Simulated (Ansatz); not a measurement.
# SiC, space group P6_3mc: an equation of state with a fit

With the Python package of Ansatz (0.2.0).

Notebook, run cell by cell (the value of a cell's last expression is shown):

**Cell 1**
```python
from dataclasses import dataclass

import ansatz as az
import numpy as np
from scipy.optimize import curve_fit
```

**Cell 2**
```python
@dataclass
class Options:
    occupations: str = 'Fixed'
    tolerance: float = 1e-10
    kgrid: tuple[int, ...] = (12, 12, 4)
```

**Cell 3**
```python
settings = Options()
```

**Cell 4**
```python
vectors0 = np.array([
    [3.076, 0.0, 0.0],
    [-1.538, 2.66389414, 0.0],
    [0.0, 0.0, 5.048],
])
sites = [
    ('Si', [1 / 3, 2 / 3, 0.0]),
    ('Si', [2 / 3, 1 / 3, 0.5]),
    ('C', [1 / 3, 2 / 3, 0.385]),
    ('C', [2 / 3, 1 / 3, 0.885]),
]
```

**Cell 5**
```python
def build(cell):
    crystal = az.Crystal(lattice=az.Lattice.of(cell))
    for symbol, position in sites:
        crystal = crystal.atom(symbol, position)
    return crystal
```

**Cell 6**
```python
def vinet(v, e0, v0, b0, b1):
    eta = (v / v0) ** (1 / 3)
    return e0 + 2 * b0 * v0 / (b1 - 1) ** 2 * (2 - (5 + 3 * b1 * (eta - 1) - 3 * eta) * np.exp(-1.5 * (b1 - 1) * (eta - 1)))
```

**Cell 7**
```python
# scale the volume, keep shape and fractions
volumes, energies, pressures = [], [], []
for scale in np.linspace(0.95, 1.07, 5):
    cell = vectors0 * scale ** (1 / 3)
    setup = (
        build(cell).calculation()
        .functional(az.Functional.PBESOL)
        .basis(17 * az.Ha)
        .occupations(settings.occupations)
        .scf(tolerance=settings.tolerance)
        .kpoints(*settings.kgrid)
        .stress()
    )
    rep = setup.run(threads=1, backend='cpu').report
    volumes.append(abs(np.linalg.det(cell)) / len(sites))
    energies.append(rep['free_energy_ev'] / len(sites))
    pressures.append(np.trace(rep['stress_gpa']) / 3)
    print(f'V = {volumes[-1]:8.4f} A^3/atom  F = {energies[-1]:.5f} eV/atom  P = {pressures[-1]:8.3f} GPa')
```
Output:
```text
V =   9.8240 A^3/atom  F = -434.32328 eV/atom  P =   12.904 GPa
V =  10.1342 A^3/atom  F = -434.34038 eV/atom  P =    4.952 GPa
V =  10.4444 A^3/atom  F = -434.34315 eV/atom  P =   -1.916 GPa
V =  10.7546 A^3/atom  F = -434.33356 eV/atom  P =   -7.847 GPa
V =  11.0649 A^3/atom  F = -434.31330 eV/atom  P =  -12.965 GPa
```

**Cell 8**
```python
guess = (min(energies), volumes[int(np.argmin(energies))], 0.5, 4.5)
(e0, v0, b0, b1), _ = curve_fit(vinet, np.array(volumes), np.array(energies), p0=guess, maxfev=20000)
print(f'Vinet fit: V0 = {v0:.4f} A^3/atom, B0 = {160.21766 * b0:.1f} GPa, B1 = {b1:.2f}')
print('largest residual', round(1000 * float(np.abs(vinet(np.array(volumes), e0, v0, b0, b1) - energies).max()), 3), 'meV/atom')
```
Output:
```text
Vinet fit: V0 = 10.3532 A^3/atom, B0 = 222.2 GPa, B1 = 3.90
largest residual 0.0 meV/atom
```

A third-order Birch-Murnaghan fit through the 5 points has its minimum at 10.35 Å³ an atom, 0.1 % above the typed cell, with a bulk modulus of 222 GPa and dB/dP = 3.9. From that minimum the energy rises by 20.4 meV an atom on the compressed side and 30.4 meV on the expanded side.

Notes:
- Total energies depend on the potentials; only differences at equal settings carry meaning.
- Shape and fractional positions are held along the curve, so the bulk modulus is an upper value where they are free to relax.
- Pressure is positive in compression.
- The structure is a deposited one; some such entries were measured under pressure or heat, so a shift against it needn't be the functional's error alone.
- The whole script took 20 s on 1 thread of Arm Neoverse V1 (shared host), peak memory 0.42 GiB.
